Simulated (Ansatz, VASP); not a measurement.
MnSi3 in VASP and in Ansatz

```
Mn Si
1.0
     2.74561    0.00000    0.00000
     0.00000    2.74561    0.00000
     0.00000    0.00000    7.46115
Mn Si
1 3
Direct
  0.50000 0.50000 0.50000
  0.00000 0.00000 0.68080
  0.00000 0.00000 0.31920
  0.00000 0.00000 0.00000
```

Alike in both runs: functional PBE; k mesh 14 × 14 × 6; occupations gaussian, width 0.1 eV; no spin polarisation.

Ansatz relaxed the structure, and its values are those at the end. VASP's run is a single point on that final structure, the one shown.

```csv
,VASP,Ansatz
version,VASP 6.6.1,Ansatz 0.2.0
potentials or method,"VASP PAW PBE potentials, release 64 (Mn_pv, Si)","scalar-relativistic, plane waves, PAW"
plane-wave cutoff (eV),520,420
valence electrons in the cell,25,27
```

Ansatz gave:

| Property | Result |
| --- | --- |
| gap on the k mesh at the Fermi level (eV) | none |
| pressure (GPa) | 0.0 |

Q: What did VASP give for the same quantities?

A: gap on the k mesh at the Fermi level (eV): none; pressure (GPa): -0.1.

A gap of «none» marks a metal or a gap that the smearing closes. The two sets of potentials don't hold the same shells in valence.

Spin polarisation is off, so any magnetic state and its effect on volume and gap are missing.
